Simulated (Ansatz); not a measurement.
# Ti: properties at the relaxed cell

This session takes Ti and sets out to compute bands, density of states and charges, compare with the cell as listed and measure the bulk modulus from energies at several volumes.

This is Ti in the bcc structure; at room conditions it is hcp.

Method: DFT PBEsol, scalar-relativistic, plane waves, PAW, in Ansatz 0.2.0.

1 further run of the same task is left out (set aside as unsound or not needed).

## 1. Starting point

Symmetry: Im-3m, No. 229, cubic system. Conventional cell: a = 3.210 Å, b = 3.210 Å, c = 3.210 Å, α = 90.00°, β = 90.00°, γ = 90.00°. Around Ti (site symmetry m-3m) lie 8 Ti at 2.78 Å.

Coordinates:

```cif
data_structure
_symmetry_space_group_name_H-M 'P 1'
_symmetry_Int_Tables_number 1
_cell_length_a 2.7801
_cell_length_b 2.7801
_cell_length_c 2.7801
_cell_angle_alpha 109.471
_cell_angle_beta 109.471
_cell_angle_gamma 109.471
_cell_volume 16.54
loop_
_atom_site_label
_atom_site_type_symbol
_atom_site_fract_x
_atom_site_fract_y
_atom_site_fract_z
_atom_site_occupancy
Ti1 Ti 0.00000 0.00000 0.00000 1
```

It is the result of an earlier relaxation at this level (volume 16.54 Å³/atom; gap on the mesh: none (metal)).

## 2. Electronic structure at the relaxed geometry

Input file input.yaml:

```yaml
crystal:
  lattice:
    - [-1.6051160624, 1.6051160624, 1.6051160624]
    - [1.6051160624, -1.6051160624, 1.6051160624]
    - [1.6051160624, 1.6051160624, -1.6051160624]
  atoms:
    - { symbol: Ti, position: [0.0, 0.0, 0.0] }
basis:
  ecutwfc: 420
kpoints:
  mp_grid: { grid: [18, 18, 18] }
  band_path:
    path:
      - [[0.0, 0.0, 0.0], [0.5, -0.5, 0.5], [0.0, 0.0, 0.5], [0.0, 0.0, 0.0], [0.25, 0.25, 0.25], [0.5, -0.5, 0.5]]
      - [[0.25, 0.25, 0.25], [0.0, 0.0, 0.5]]
    npoints: 14
hamiltonian:
  xc: pbesol
scf:
  occupations: { method: gaussian, width: 0.1 }
  n_extra_bands: 6
output:
  forces: true
  stress: true
  eigenvalues: true
  populations: true
  dos: { projected: true, de: 0.02, nscf_kmesh: { grid: [27, 27, 27] } }
  bader: true
```

Run with:

```console
> ansatz run input.yaml --threads 1 --pin off --max-ram 2560MiB --backend cpu --events-out ev --progress --plain --runs-dir out
```

What it wrote, cut to the lines that bear on the results:

```text
Warning: RAYON_NUM_THREADS=1 ignored (pool sized by the plan → 1); use --threads N
scf.n_extra_bands = 6 over 6 filled bands (N_el = 12.0): the run solves 12 bands
[...]
Pseudopotentials: kind: paw
Pseudopotential: Ti, paw, valence charge 12, recommended cutoff 420 eV (normal), Ti.paw.azcp
Functional definition: PBEsol
[...]
Crystal: 1 atoms, lattice volume = 16.542 Å³
Basis set: ecut = 420 eV, 321 PW (Γ), exchange–correlation on 40×40×40 points (8 copies of the dense FFT grid, shifted against one another)
Bands: 12, of which v1, the nominal top of the filled ones, is band 6 counted from 1 (5 counted from 0)
Symmetry: 48 space group operations
Space group: Im-3m (ITA 229), of the structure as read, at distance tolerance 2.5e-5 Å
k-points: 195 of 5832
[...]
SCF iter   1: F=—  HF=-2473.799088 eV  |F-HF|=—  |Δ(HF+E_count)|=         —  Δρ=5.33e-3  dr2=2.78e-3  ethr=1.77e-3  ⟨swp⟩=4.7  Hψ=11693  notcnv=0  defer=2
[...]
SCF iter   6: F=-2473.797956 eV  HF=-2473.797956 eV  |F-HF|=5.05e-11  |Δ(HF+E_count)|=  7.44e-10  Δρ=9.45e-7  dr2=1.01e-10  ethr=5.98e-11  ⟨swp⟩=3.8  Hψ=8781  notcnv=0
[...]
NSCF: frozen V_eff on 86 k-points
NSCF: frozen V_eff on 560 k-points
SCF converged after 6 iterations
Free energy (F): -2473.797956 eV
[...]
E sigma→0 (E₀):  -2473.792471 eV
Entropy (-TS):   -0.010970 eV (-10.970 meV/atom)
Fermi energy:    13.766516 eV
[...]
--- Forces (eV/Å), atoms counted from 1 ---
  atom   1  Ti     0.00000000    -0.00000000    -0.00000000
[...]
--- Stress (GPa, compression-positive) ---
       -0.008810       0.000000       0.000000
        0.000000      -0.008810      -0.000000
       -0.000000       0.000000      -0.008810
  P = ⅓ Tr σ = -0.0088 GPa (-0.088 kbar)
--- Band table (eV; the first three rows and the last of 195) ---
  k-point 0: bands = ["-42.3900", "-18.2951", "-18.2951", "-18.2951", "7.7418", "14.7998", "14.7998", "14.7998", "16.6879", "16.6879", "31.5357", "31.5357"]
[...]
--- Löwdin populations: 1 site ---
  site symbol       q [e]
     0     Ti     11.8828
  spilling = 0.009767 (of n_electrons = 12.000000)
--- Bader charges: 1 site ---
  site symbol  charge [e]  shift [e]
     0     Ti      0.0000     0.0000
  estimated error of the sums over rays = 2.4e-7 e
```

It took 5.3 s on 1 thread of AMD EPYC 9R45 (Zen 5), shared host; peak memory 0.4 GiB.

By site:

```csv
atom,Löwdin electrons,Bader charge (e),Bader volume (Å³)
Ti1,11.88,+0.00,16.5
```

bands.tsv at the labelled points (eV, zero at the Fermi level; the bands nearest the Fermi level):

```
point  band 5  band 6  band 7  band 8  band 9  band 10
    Γ   -6.03    1.03    1.03    1.03    2.92     2.92
    H   -2.28   -2.28    4.20    4.20    4.20     8.74
    N   -2.58   -0.45    1.30    2.92    3.29     4.58
    Γ   -6.03    1.03    1.03    1.03    2.92     2.92
    P   -0.63   -0.63   -0.63    3.36    3.36     9.56
    H   -2.28   -2.28    4.20    4.20    4.20     8.74
    P   -0.63   -0.63   -0.63    3.36    3.36     9.56
    N   -2.58   -0.45    1.30    2.92    3.29     4.58
```

States per cell in windows of 1 eV, from dos.tsv and pdos.tsv (zero at the Fermi level):

```
from  to  total  Ti 4s  Ti 3d
  -6  -5   0.06   0.05   0.00
  -5  -4   0.13   0.11   0.01
  -4  -3   0.23   0.18   0.04
  -3  -2   0.71   0.27   0.41
  -2  -1   1.07   0.13   0.91
  -1   0   1.80   0.04   1.66
   0   1   1.69   0.10   1.45
   1   2   0.53   0.01   0.50
   2   3   1.85   0.01   1.82
   3   4   2.30   0.08   2.19
   4   5   0.68   0.10   0.52
   5   6   0.40   0.10   0.17
```

A further 8 or so states lie below the table's range.

## 3. The cell as listed, for comparison

Input file input.yaml:

```yaml
crystal:
  lattice:
    - [-1.641, 1.641, 1.641]
    - [1.641, -1.641, 1.641]
    - [1.641, 1.641, -1.641]
  atoms:
    - { symbol: Ti, position: [0.0, 0.0, 0.0] }
basis:
  ecutwfc: 420
kpoints:
  mp_grid: { grid: [18, 18, 18] }
hamiltonian:
  xc: pbesol
scf:
  occupations: { method: gaussian, width: 0.1 }
output:
  forces: true
  stress: true
  eigenvalues: true
  populations: true
```

Run with:

```console
> ansatz run input.yaml --threads 1 --pin off --max-ram 2560MiB --backend cpu --events-out ev --progress --plain --runs-dir out
```

What it wrote, cut to the lines that bear on the results:

```text
[...]
SCF converged after 6 iterations
Free energy (F): -2473.772886 eV
[...]
E sigma→0 (E₀):  -2473.767227 eV
Entropy (-TS):   -0.011316 eV (-11.316 meV/atom)
Fermi energy:    12.727026 eV
[...]
--- Forces (eV/Å), atoms counted from 1 ---
  atom   1  Ti     0.00000000    -0.00000000     0.00000000
[...]
--- Stress (GPa, compression-positive) ---
       -6.739732       0.000000       0.000000
        0.000000      -6.739732      -0.000000
        0.000000       0.000000      -6.739732
  P = ⅓ Tr σ = -6.7397 GPa (-67.397 kbar)
--- Band table (eV; the first three rows and the last of 195) ---
  k-point 0: bands = ["-43.5661", "-19.5507", "-19.5507", "-19.5507", "6.8283", "13.6991", "13.6991", "13.6991", "15.4384", "15.4384"]
[...]
--- Löwdin populations: 1 site ---
  site symbol       q [e]
     0     Ti     11.8690
  spilling = 0.010916 (of n_electrons = 12.000000)
```

Wall time 1.1 s (1 thread of AMD EPYC 9R45 (Zen 5), shared host); peak memory 0.38 GiB.

Per atom:

```csv
atom,Löwdin electrons
Ti1,11.87
```

## 4. Point at V/V0 = 0.97

Changes to input.yaml since step 3:

```diff
@@ -2,5 +2,5 @@
   lattice:
-    - [-1.641, 1.641, 1.641]
-    - [1.641, -1.641, 1.641]
-    - [1.641, 1.641, -1.641]
+    - [-1.5889016603, 1.5889016603, 1.5889016603]
+    - [1.5889016603, -1.5889016603, 1.5889016603]
+    - [1.5889016603, 1.5889016603, -1.5889016603]
   atoms:
@@ -19,2 +19 @@
   eigenvalues: true
-  populations: true
```

Run with:

```console
> ansatz run input.yaml --threads 1 --pin off --max-ram 2560MiB --backend cpu --events-out ev --progress --plain --runs-dir out
```

What it wrote, cut to the lines that bear on the results:

```text
Warning: RAYON_NUM_THREADS=1 ignored (pool sized by the plan → 1); use --threads N
[...]
[... 3 set-up lines as earlier in the session ...]
[...]
Crystal: 1 atoms, lattice volume = 16.045 Å³
Basis set: ecut = 420 eV, 321 PW (Γ), exchange–correlation on 40×40×40 points (8 copies of the dense FFT grid, shifted against one another)
Bands: 10, of which v1, the nominal top of the filled ones, is band 6 counted from 1 (5 counted from 0)
[... 2 set-up lines as earlier in the session ...]
k-points: 195 of 5832
[...]
SCF iter   1: F=—  HF=-2473.793630 eV  |F-HF|=—  |Δ(HF+E_count)|=         —  Δρ=5.41e-3  dr2=2.77e-3  ethr=1.77e-3  ⟨swp⟩=4.5  Hψ=10243  notcnv=0
[...]
SCF iter   6: F=-2473.792493 eV  HF=-2473.792493 eV  |F-HF|=4.55e-13  |Δ(HF+E_count)|=  7.68e-10  Δρ=5.88e-7  dr2=1.92e-11  ethr=3.38e-11  ⟨swp⟩=1.9  Hψ=6042  notcnv=0
[...]
SCF converged after 6 iterations
Free energy (F): -2473.792493 eV
[...]
E sigma→0 (E₀):  -2473.787093 eV
Entropy (-TS):   -0.010801 eV (-10.801 meV/atom)
Fermi energy:    14.265054 eV
[...]
--- Forces (eV/Å), atoms counted from 1 ---
  atom   1  Ti    -0.00000000     0.00000000    -0.00000000
[...]
--- Stress (GPa, compression-positive) ---
        3.614151       0.000000       0.000000
       -0.000000       3.614151      -0.000000
        0.000000       0.000000       3.614151
  P = ⅓ Tr σ = 3.6142 GPa (36.142 kbar)
--- Band table (eV; the first three rows and the last of 195) ---
  k-point 0: bands = ["-41.8316", "-17.6936", "-17.6936", "-17.6936", "8.1888", "15.3252", "15.3252", "15.3252", "17.2849", "17.2849"]
[...]
```

Run time: 0.83 s. Hardware: 1 thread of AMD EPYC 9R45 (Zen 5), shared host; peak memory 0.37 GiB.

## 5. The cell scaled to 1.03 of its volume

Input file input.yaml:

```yaml
crystal:
  lattice:
    - [-1.6210093343, 1.6210093343, 1.6210093343]
    - [1.6210093343, -1.6210093343, 1.6210093343]
    - [1.6210093343, 1.6210093343, -1.6210093343]
  atoms:
    - { symbol: Ti, position: [0.0, 0.0, 0.0] }
basis:
  ecutwfc: 420
kpoints:
  mp_grid: { grid: [18, 18, 18] }
hamiltonian:
  xc: pbesol
scf:
  occupations: { method: gaussian, width: 0.1 }
output:
  forces: true
  stress: true
  eigenvalues: true
```

Run with:

```console
> ansatz run input.yaml --threads 1 --pin off --max-ram 2560MiB --backend cpu --events-out ev --progress --plain --runs-dir out
```

What it wrote, cut to the lines that bear on the results:

```text
[...]
SCF converged after 6 iterations
Free energy (F): -2473.792879 eV
[...]
E sigma→0 (E₀):  -2473.787327 eV
Entropy (-TS):   -0.011105 eV (-11.105 meV/atom)
Fermi energy:    13.295627 eV
[...]
--- Forces (eV/Å), atoms counted from 1 ---
  atom   1  Ti    -0.00000000     0.00000000    -0.00000000
[...]
--- Stress (GPa, compression-positive) ---
       -3.199133      -0.000000      -0.000000
       -0.000000      -3.199133      -0.000000
       -0.000000      -0.000000      -3.199133
  P = ⅓ Tr σ = -3.1991 GPa (-31.991 kbar)
--- Band table (eV; the first three rows and the last of 195) ---
  k-point 0: bands = ["-42.9210", "-18.8637", "-18.8637", "-18.8637", "7.3248", "14.3021", "14.3021", "14.3021", "16.1226", "16.1226"]
[...]
```

Wall time 0.82 s (1 thread of AMD EPYC 9R45 (Zen 5), shared host); peak memory 0.38 GiB.

## 6. Point at V/V0 = 0.94

Input file input.yaml:

```yaml
crystal:
  lattice:
    - [-1.5723493977, 1.5723493977, 1.5723493977]
    - [1.5723493977, -1.5723493977, 1.5723493977]
    - [1.5723493977, 1.5723493977, -1.5723493977]
  atoms:
    - { symbol: Ti, position: [0.0, 0.0, 0.0] }
basis:
  ecutwfc: 420
kpoints:
  mp_grid: { grid: [18, 18, 18] }
hamiltonian:
  xc: pbesol
scf:
  occupations: { method: gaussian, width: 0.1 }
output:
  forces: true
  stress: true
  eigenvalues: true
```

Run with:

```console
> ansatz run input.yaml --threads 1 --pin off --max-ram 2560MiB --backend cpu --events-out ev --progress --plain --runs-dir out
```

What it wrote, cut to the lines that bear on the results:

```text
[...]
SCF converged after 6 iterations
Free energy (F): -2473.775076 eV
[...]
E sigma→0 (E₀):  -2473.769815 eV
Entropy (-TS):   -0.010522 eV (-10.522 meV/atom)
Fermi energy:    14.793887 eV
[...]
--- Forces (eV/Å), atoms counted from 1 ---
  atom   1  Ti    -0.00000000     0.00000000    -0.00000000
[...]
--- Stress (GPa, compression-positive) ---
        7.718057       0.000000       0.000000
       -0.000000       7.718057      -0.000000
       -0.000000       0.000000       7.718057
  P = ⅓ Tr σ = 7.7181 GPa (77.181 kbar)
--- Band table (eV; the first three rows and the last of 195) ---
  k-point 0: bands = ["-41.2437", "-17.0565", "-17.0565", "-17.0565", "8.6693", "15.8804", "15.8804", "15.8804", "17.9162", "17.9162"]
[...]
```

It took 0.81 s on 1 thread of AMD EPYC 9R45 (Zen 5), shared host; peak memory 0.36 GiB.

## 7. The cell scaled to 1.06 of its volume

Input file input.yaml:

```yaml
crystal:
  lattice:
    - [-1.6365969187, 1.6365969187, 1.6365969187]
    - [1.6365969187, -1.6365969187, 1.6365969187]
    - [1.6365969187, 1.6365969187, -1.6365969187]
  atoms:
    - { symbol: Ti, position: [0.0, 0.0, 0.0] }
basis:
  ecutwfc: 420
kpoints:
  mp_grid: { grid: [18, 18, 18] }
hamiltonian:
  xc: pbesol
scf:
  occupations: { method: gaussian, width: 0.1 }
output:
  forces: true
  stress: true
  eigenvalues: true
```

Run with:

```console
> ansatz run input.yaml --threads 1 --pin off --max-ram 2560MiB --backend cpu --events-out ev --progress --plain --runs-dir out
```

What it wrote, cut to the lines that bear on the results:

```text
Warning: RAYON_NUM_THREADS=1 ignored (pool sized by the plan → 1); use --threads N
[...]
[... 3 set-up lines as earlier in the session ...]
[...]
Crystal: 1 atoms, lattice volume = 17.534 Å³
Basis set: ecut = 420 eV, 321 PW (Γ), exchange–correlation on 40×40×40 points (8 copies of the dense FFT grid, shifted against one another)
Bands: 10, of which v1, the nominal top of the filled ones, is band 6 counted from 1 (5 counted from 0)
[... 1 set-up line as earlier in the session ...]
Space group: Im-3m (ITA 229), of the structure as read, at distance tolerance 2.6e-5 Å
k-points: 195 of 5832
[...]
SCF iter   1: F=—  HF=-2473.779584 eV  |F-HF|=—  |Δ(HF+E_count)|=         —  Δρ=5.01e-3  dr2=2.59e-3  ethr=1.77e-3  ⟨swp⟩=4.4  Hψ=10341  notcnv=0
[...]
SCF iter   6: F=-2473.778531 eV  HF=-2473.778531 eV  |F-HF|=8.64e-12  |Δ(HF+E_count)|=  3.27e-10  Δρ=5.52e-7  dr2=1.18e-11  ethr=4.76e-11  ⟨swp⟩=1.3  Hψ=6156  notcnv=0
[...]
SCF converged after 6 iterations
Free energy (F): -2473.778531 eV
[...]
E sigma→0 (E₀):  -2473.772901 eV
Entropy (-TS):   -0.011261 eV (-11.261 meV/atom)
Fermi energy:    12.850064 eV
[...]
--- Forces (eV/Å), atoms counted from 1 ---
  atom   1  Ti     0.00000000    -0.00000000    -0.00000000
[...]
--- Stress (GPa, compression-positive) ---
       -6.003050       0.000000       0.000000
       -0.000000      -6.003050      -0.000000
        0.000000       0.000000      -6.003050
  P = ⅓ Tr σ = -6.0030 GPa (-60.030 kbar)
--- Band table (eV; the first three rows and the last of 195) ---
  k-point 0: bands = ["-43.4262", "-19.4020", "-19.4020", "-19.4020", "6.9351", "13.8298", "13.8298", "13.8298", "15.5866", "15.5866"]
[...]
```

Run time: 0.82 s. Hardware: 1 thread of AMD EPYC 9R45 (Zen 5), shared host; peak memory 0.38 GiB.

## 8. Volume × 0.91

Input file input.yaml:

```yaml
crystal:
  lattice:
    - [-1.5554411045, 1.5554411045, 1.5554411045]
    - [1.5554411045, -1.5554411045, 1.5554411045]
    - [1.5554411045, 1.5554411045, -1.5554411045]
  atoms:
    - { symbol: Ti, position: [0.0, 0.0, 0.0] }
basis:
  ecutwfc: 420
kpoints:
  mp_grid: { grid: [18, 18, 18] }
hamiltonian:
  xc: pbesol
scf:
  occupations: { method: gaussian, width: 0.1 }
output:
  forces: true
  stress: true
  eigenvalues: true
```

Run with:

```console
> ansatz run input.yaml --threads 1 --pin off --max-ram 2560MiB --backend cpu --events-out ev --progress --plain --runs-dir out
```

What it wrote, cut to the lines that bear on the results:

```text
[...]
SCF converged after 6 iterations
Free energy (F): -2473.744137 eV
[...]
E sigma→0 (E₀):  -2473.739125 eV
Entropy (-TS):   -0.010024 eV (-10.024 meV/atom)
Fermi energy:    15.355885 eV
[...]
--- Forces (eV/Å), atoms counted from 1 ---
  atom   1  Ti    -0.00000000    -0.00000000    -0.00000000
[...]
--- Stress (GPa, compression-positive) ---
       12.355160      -0.000000       0.000000
        0.000000      12.355160      -0.000000
        0.000000      -0.000000      12.355160
  P = ⅓ Tr σ = 12.3552 GPa (123.552 kbar)
--- Band table (eV; the first three rows and the last of 195) ---
  k-point 0: bands = ["-40.6244", "-16.3807", "-16.3807", "-16.3807", "9.1870", "16.4680", "16.4680", "16.4680", "18.5847", "18.5847"]
[...]
```

It took 0.76 s on 1 thread of AMD EPYC 9R45 (Zen 5), shared host; peak memory 0.37 GiB.

## 9. The cell scaled to 1.10 of its volume

Input file input.yaml:

```yaml
crystal:
  lattice:
    - [-1.6569293943, 1.6569293943, 1.6569293943]
    - [1.6569293943, -1.6569293943, 1.6569293943]
    - [1.6569293943, 1.6569293943, -1.6569293943]
  atoms:
    - { symbol: Ti, position: [0.0, 0.0, 0.0] }
basis:
  ecutwfc: 420
kpoints:
  mp_grid: { grid: [18, 18, 18] }
hamiltonian:
  xc: pbesol
scf:
  occupations: { method: gaussian, width: 0.1 }
output:
  forces: true
  stress: true
  eigenvalues: true
```

Run with:

```console
> ansatz run input.yaml --threads 1 --pin off --max-ram 2560MiB --backend cpu --events-out ev --progress --plain --runs-dir out
```

What it wrote, cut to the lines that bear on the results:

```text
[...]
SCF converged after 6 iterations
Free energy (F): -2473.746915 eV
[...]
E sigma→0 (E₀):  -2473.741124 eV
Entropy (-TS):   -0.011582 eV (-11.582 meV/atom)
Fermi energy:    12.291933 eV
[...]
--- Forces (eV/Å), atoms counted from 1 ---
  atom   1  Ti    -0.00000000    -0.00000000     0.00000000
[...]
--- Stress (GPa, compression-positive) ---
       -9.212056      -0.000000      -0.000000
       -0.000000      -9.212056       0.000000
        0.000000       0.000000      -9.212056
  P = ⅓ Tr σ = -9.2121 GPa (-92.121 kbar)
--- Band table (eV; the first three rows and the last of 195) ---
  k-point 0: bands = ["-44.0626", "-20.0766", "-20.0766", "-20.0766", "6.4535", "13.2364", "13.2364", "13.2364", "14.9137", "14.9137"]
[...]
```

Run time: 0.85 s. Hardware: 1 thread of AMD EPYC 9R45 (Zen 5), shared host; peak memory 0.38 GiB.

## 10. Volume × 0.88

Input file input.yaml:

```yaml
crystal:
  lattice:
    - [-1.5381569949, 1.5381569949, 1.5381569949]
    - [1.5381569949, -1.5381569949, 1.5381569949]
    - [1.5381569949, 1.5381569949, -1.5381569949]
  atoms:
    - { symbol: Ti, position: [0.0, 0.0, 0.0] }
basis:
  ecutwfc: 420
kpoints:
  mp_grid: { grid: [18, 18, 18] }
hamiltonian:
  xc: pbesol
scf:
  occupations: { method: gaussian, width: 0.1 }
output:
  forces: true
  stress: true
  eigenvalues: true
```

Run with:

```console
> ansatz run input.yaml --threads 1 --pin off --max-ram 2560MiB --backend cpu --events-out ev --progress --plain --runs-dir out
```

What it wrote, cut to the lines that bear on the results:

```text
Warning: RAYON_NUM_THREADS=1 ignored (pool sized by the plan → 1); use --threads N
[...]
[... 3 set-up lines as earlier in the session ...]
[...]
Crystal: 1 atoms, lattice volume = 14.557 Å³
Basis set: ecut = 420 eV, 321 PW (Γ), exchange–correlation on 36×36×36 points (8 copies of the dense FFT grid, shifted against one another)
Bands: 10, of which v1, the nominal top of the filled ones, is band 6 counted from 1 (5 counted from 0)
[... 1 set-up line as earlier in the session ...]
Space group: Im-3m (ITA 229), of the structure as read, at distance tolerance 2.4e-5 Å
k-points: 195 of 5832
[...]
SCF iter   1: F=—  HF=-2473.699073 eV  |F-HF|=—  |Δ(HF+E_count)|=         —  Δρ=5.65e-3  dr2=2.84e-3  ethr=1.77e-3  ⟨swp⟩=4.4  Hψ=10157  notcnv=0
[...]
SCF iter   6: F=-2473.697930 eV  HF=-2473.697930 eV  |F-HF|=8.64e-12  |Δ(HF+E_count)|=  4.50e-10  Δρ=4.47e-7  dr2=1.63e-11  ethr=9.88e-12  ⟨swp⟩=1.8  Hψ=5334  notcnv=0
[...]
SCF converged after 6 iterations
Free energy (F): -2473.697930 eV
[...]
E sigma→0 (E₀):  -2473.693314 eV
Entropy (-TS):   -0.009232 eV (-9.232 meV/atom)
Fermi energy:    15.954013 eV
[...]
--- Forces (eV/Å), atoms counted from 1 ---
  atom   1  Ti     0.00000000    -0.00000000    -0.00000000
[...]
--- Stress (GPa, compression-positive) ---
       17.589849       0.000000       0.000000
        0.000000      17.589849       0.000000
        0.000000       0.000000      17.589849
  P = ⅓ Tr σ = 17.5898 GPa (175.898 kbar)
--- Band table (eV; the first three rows and the last of 195) ---
  k-point 0: bands = ["-39.9718", "-15.6629", "-15.6629", "-15.6629", "9.7464", "17.0908", "17.0908", "17.0908", "19.2934", "19.2934"]
[...]
```

Wall time 0.76 s (1 thread of AMD EPYC 9R45 (Zen 5), shared host); peak memory 0.37 GiB.

## 11. Equation of state

```csv
volume (Å³/atom),energy above the lowest point (meV/atom),pressure (GPa),gap on the mesh (eV)
14.557,99.2,17.59,0.00
15.053,53.3,12.36,0.00
15.549,22.7,7.72,0.00
16.045,5.4,3.61,0.00
16.542,0.0,-0.01,0.00
17.038,5.1,-3.20,0.00
17.534,19.6,-6.00,0.00
18.196,51.3,-9.21,0.00
```

## 12. Results

```
                     quantity                                                             value
                          gap                                                      none (metal)
    states at the Fermi level                                              1.97 per eV per cell
                Bader charges                                                        Ti +0.00 e
                  listed cell  25.2 meV/atom above the relaxed cell, -6.7 GPa, gap none (metal)
equilibrium volume of the fit                                                     16.54 Å³/atom
                 bulk modulus                                                           113 GPa
      its pressure derivative                                                               3.1
```

**Reading.** There is no gap at this level. Of the projected weight within 0.25 eV of the Fermi level, the largest part is Ti 3d (95 %). The listed cell costs 25.2 meV/atom and carries a pressure of -6.7 GPa at this level. The fit puts the minimum at 16.54 Å³/atom with B = 113 GPa and B' = 3.1.
